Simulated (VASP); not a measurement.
Output of a VASP run:

**OUTCAR**
```
 ion  position               nearest neighbor table
   1  0.500  0.500  0.000-   5 2.47   6 2.47   8 2.47   7 2.47   2 3.94   2 3.94   2 3.94   2 3.94
  LATTYP: Found a body centered tetragonal cell.
 ALAT       =     5.5481520000
 C/A-ratio  =     2.0163045281
 Subroutine PRICEL returns:
 Original cell was already a primitive cell.
 Subroutine GETGRP returns: Found  8 space group operations
The static configuration has the point symmetry S_4 .
 The point group associated with its full space group is D_2d.
The dynamic configuration has the point symmetry S_4 .
The overall configuration has the point symmetry S_4 .
 Subroutine INISYM returns: Found  8 space group operations
 Subroutine IBZKPT returns following result:
 Found     30 irreducible k-points:

 Following reciprocal coordinates:
            Coordinates               Weight
  0.000000  0.000000  0.000000      1.000000
  0.166667  0.000000  0.000000      8.000000
  0.333333 -0.000000  0.000000      8.000000
  0.500000 -0.000000  0.000000      4.000000
  0.166667  0.166667  0.000000      8.000000
  0.333333  0.166667  0.000000     16.000000
  0.500000  0.166667  0.000000     16.000000
 -0.333333  0.166667  0.000000     16.000000
 -0.166667  0.166667  0.000000      4.000000
  0.333333  0.333333  0.000000      8.000000
  0.500000  0.333333  0.000000     16.000000
 -0.333333  0.333333  0.000000      4.000000
  0.500000  0.500000  0.000000      2.000000
  0.166667  0.166667  0.166667      8.000000
  0.333333  0.166667  0.166667      8.000000
 -0.166667  0.166667  0.166667      4.000000
  0.333333  0.333333  0.166667      4.000000
 -0.333333  0.333333  0.166667      8.000000
 -0.166667  0.333333  0.166667      8.000000
  0.500000  0.500000  0.166667      4.000000
 -0.333333  0.500000  0.166667     16.000000
 -0.166667  0.500000  0.166667      8.000000
 -0.333333 -0.333333  0.166667      8.000000
 -0.166667 -0.333333  0.166667      8.000000
 -0.166667 -0.166667  0.166667      2.000000
 -0.333333  0.333333  0.333333      4.000000
  0.500000  0.500000  0.333333      4.000000
 -0.333333  0.500000  0.333333      8.000000
 -0.333333 -0.333333  0.333333      2.000000
  0.500000  0.500000  0.500000      1.000000
   k-points           NKPTS =     30   k-points in BZ     NKDIM =     30   number of bands    NBANDS=     45
   number of dos      NEDOS =    301   number of ions     NIONS =      8
   total plane-waves  NPLWV =  64000
   dimension x,y,z NGX =    40 NGY =   40 NGZ =   40
   dimension x,y,z NGXF=    80 NGYF=   80 NGZF=   80
   ions per type =               2   2   4
   PREC   = accura    normal or accurate (medium, high low for compatibility)
   ISTART =      0    job   : 0-new  1-cont  2-samecut
   ICHARG =      2    charge: 1-file 2-atom 10-const
   ISPIN  =      2    spin polarized calculation?
   LNONCOLLINEAR =      F non collinear calculations
   LSORBIT =      F    spin-orbit coupling
   INIWAV =      1    electr: 0-lowe 1-rand  2-diag
   ENCUT  =  300.0 eV  22.05 Ry    4.70 a.u.   9.65  9.65  9.65*2*pi/ulx,y,z
   NELM   =    100;   NELMIN=  2; NELMDL= -5     # of ELM steps
   EDIFF  = 0.1E-05   stopping-criterion for ELM
   LREAL  =      F    real-space projection
   NLSPLINE    = F    spline interpolate recip. space projectors
   LMAXMIX     =    4 max onsite mixed and CHGCAR
   VOSKOWN=      0    Vosko Wilk Nusair interpolation
   EDIFFG = 0.1E-04   stopping-criterion for IOM
   NSW    =      0    number of steps for IOM
   NBLOCK =      1;   KBLOCK =      1    inner block; outer block
   IBRION =     -1    ionic relax: 0-MD 1-quasi-New 2-CG
   NFREE  =      0    steps in history (QN), initial steepest desc. (CG)
   ISIF   =      2    stress and relaxation
   ISYM   =      2    0-nonsym 1-usesym 2-fastsym
   TEIN   =    0.0    initial temperature
   TEBEG  =    0.0;   TEEND  =   0.0 temperature during run
   SMASS  =  -3.00    Nose mass-parameter (am)
   PSTRESS=    0.0 pullay stress
   NELECT =      72.0000    total number of electrons
...
```

File OSZICAR:
```
       N       E                     dE             d eps       ncg     rms          rms(c)
DAV:   1     0.620418999641E+03    0.62042E+03   -0.22865E+04  5400   0.129E+03
DAV:   2     0.570904860409E+02   -0.56333E+03   -0.54557E+03  5500   0.378E+02
DAV:   3    -0.294594867239E+02   -0.86550E+02   -0.84940E+02  7236   0.172E+02
DAV:   4    -0.345153509229E+02   -0.50559E+01   -0.50050E+01  7803   0.440E+01
DAV:   5    -0.346834647374E+02   -0.16811E+00   -0.16789E+00  8379   0.798E+00    0.211E+01
DAV:   6    -0.352235170010E+02   -0.54005E+00   -0.41755E+01  7712   0.896E+01    0.121E+01
DAV:   7    -0.326954304872E+02    0.25281E+01   -0.12333E+01  7388   0.801E+01    0.704E+00
DAV:   8    -0.330343933090E+02   -0.33896E+00   -0.42992E+00  8416   0.166E+01    0.420E+00
DAV:   9    -0.329323109677E+02    0.10208E+00   -0.15112E+00  7444   0.185E+01    0.157E+00
DAV:  10    -0.329149293544E+02    0.17382E-01   -0.18833E-01  7622   0.801E+00    0.552E-01
DAV:  11    -0.329176711897E+02   -0.27418E-02   -0.18934E-02  7960   0.927E-01    0.440E-01
DAV:  12    -0.329167954188E+02    0.87577E-03   -0.39442E-03  8075   0.979E-01    0.196E-01
DAV:  13    -0.329170139800E+02   -0.21856E-03   -0.55377E-04  7684   0.152E-01    0.913E-02
DAV:  14    -0.329169358195E+02    0.78161E-04   -0.49445E-04  8032   0.359E-01    0.265E-02
DAV:  15    -0.329169586032E+02   -0.22784E-04   -0.16196E-04  7955   0.106E-01    0.224E-02
DAV:  16    -0.329169558795E+02    0.27237E-05   -0.13641E-05  6721   0.496E-02    0.132E-02
DAV:  17    -0.329169545786E+02    0.13009E-05   -0.58321E-06  6102   0.303E-02    0.586E-03
DAV:  18    -0.329169543756E+02    0.20301E-06   -0.17277E-06  3896   0.165E-02
   1 F= -.32916954E+02 E0= -.32916954E+02  d E =-.681876E-08  mag=    -0.0000
```

### OUTCAR
```
------------------------ aborting loop because EDIFF is reached ----------------------------------------
  FORCE on cell =-STRESS in cart. coord.  units (eV):
  Direction    XX          YY          ZZ          XY          YZ          ZX
  --------------------------------------------------------------------------------------
  Total        1.0863097      1.0863097      0.8697815      0.0000000      0.0000000      0.0000000
  in kB       10.1086481     10.1086481      8.0937457      0.0000000      0.0000000      0.0000000
  external PRESSURE =       9.4370139 kB  Pullay stress =       0.0000000 kB
  volume of cell :      172.18
      direct lattice vectors                 reciprocal lattice vectors
    -2.774076000  2.774076000  5.593382000     0.000000000  0.180240195  0.089391356
     2.774076000 -2.774076000  5.593382000     0.180240195  0.000000000  0.089391356
     2.774076000  2.774076000 -5.593382000     0.180240195  0.180240195  0.000000000
 POSITION                                       TOTAL-FORCE (eV/Angst)
 -----------------------------------------------------------------------------------
      0.00000      0.00000      5.59338        -0.000000      0.000000      0.000000
      2.77408      0.00000      2.79669        -0.000000      0.000000     -0.000000
      0.00000      0.00000      0.00000        -0.000000     -0.000000      0.000000
      0.00000      2.77408      2.79669        -0.000000      0.000000      0.000000
      1.49800      1.38704      6.99173         0.495805     -0.000000      0.000000
      4.16111      1.27607     -1.39835         0.000000     -0.495805      0.000000
      1.27607      1.38704      1.39835        -0.495805      0.000000      0.000000
     -1.38704      1.49800      4.19504        -0.000000      0.495805      0.000000
 -----------------------------------------------------------------------------------
    total drift:                               -0.000053     -0.000053     -0.000042
  FREE ENERGIE OF THE ION-ELECTRON SYSTEM (eV)
  ---------------------------------------------------
  free  energy   TOTEN  =       -32.9169543756 eV

  energy  without entropy=      -32.9169543688  energy(sigma->0) =      -32.91695437

 total charge

# of ion       s       p       d       tot
------------------------------------------
    1        0.804   0.696   9.930  11.431
    2        0.804   0.696   9.930  11.431
    3        0.347   0.330   9.278   9.955
    4        0.347   0.330   9.278   9.955
    5        1.328   2.386   0.000   3.714
    6        1.328   2.386   0.000   3.714
    7        1.328   2.386   0.000   3.714
    8        1.328   2.386   0.000   3.714
--------------------------------------------------
tot          7.613  11.596  38.418  57.627

 magnetization (x)

# of ion       s       p       d       tot
------------------------------------------
    1        0.000   0.000  -0.000   0.000
    2        0.000   0.000  -0.000   0.000
    3       -0.000  -0.000  -0.000  -0.000
    4       -0.000  -0.000  -0.000  -0.000
    5       -0.000   0.000   0.000   0.000
    6       -0.000   0.000   0.000   0.000
    7       -0.000   0.000   0.000   0.000
    8       -0.000   0.000   0.000   0.000
--------------------------------------------------
tot         -0.000   0.000  -0.000   0.000
```
(Selected blocks of OUTCAR.)

File POSCAR:
```
CuInS2
1
   -2.7740760000     2.7740760000     5.5933820000
    2.7740760000    -2.7740760000     5.5933820000
    2.7740760000     2.7740760000    -5.5933820000
In Cu S
2 2 4
Direct
  0.5000000000   0.5000000000   0.0000000000
  0.2500000000   0.7500000000   0.5000000000
  0.0000000000   0.0000000000   0.0000000000
  0.7500000000   0.2500000000   0.5000000000
  0.8750000000   0.8950000000   0.5200000000
  0.1050000000   0.6250000000   0.9800000000
  0.3750000000   0.3550000000   0.4800000000
  0.6450000000   0.1250000000   0.0200000000
```

### Question
Reconstruct the remaining input files.

### Answer
This is not unique; one that fits is the input of the run itself, PBE GGA, plane waves, VASP's PBE PAW potentials (set 64).

**INCAR**
```
SYSTEM  =  CuInS2
LMAXMIX  =  4
NELM  =  100   ! most electronic steps
ISMEAR  =  0   ! Gaussian
ISIF  =  2   ! forces and stress, cell fixed
MAGMOM  =  2*0.0 2*1.5 4*0.0
LREAL  =  .False.
ALGO  =  Normal   ! blocked Davidson
SIGMA  =  0.02   ! width (eV)
EDIFF  =  1E-6
LWAVE  =  .False.
LCHARG  =  .False.
ENCUT  =  300   ! plane-wave cut-off (eV)
GGA  =  PE
PREC  =  Accurate
ISPIN  =  2
LASPH  =  .True.
LORBIT  =  11   ! lm-projected
```

KPOINTS:
```
Automatic mesh
0
Gamma
6 6 6
0 0 0
```

POTCAR, in this order: In_d Cu S (PBE.64 set). Program: vasp_std.

At this cut-off the stress carries a Pulay error, which pulls relaxed volumes low. The moments were started parallel, and other spin orders were not tried in this run.

The structure is a typed CuInS2 crystal. The cell was not relaxed at this level. The run is one of a series of settings (ISPIN = 2, MAGMOM = 0.0 0.0 1.5 1.5 0.0 0.0 0.0 0.0 against the base run), some of them coarse on purpose.
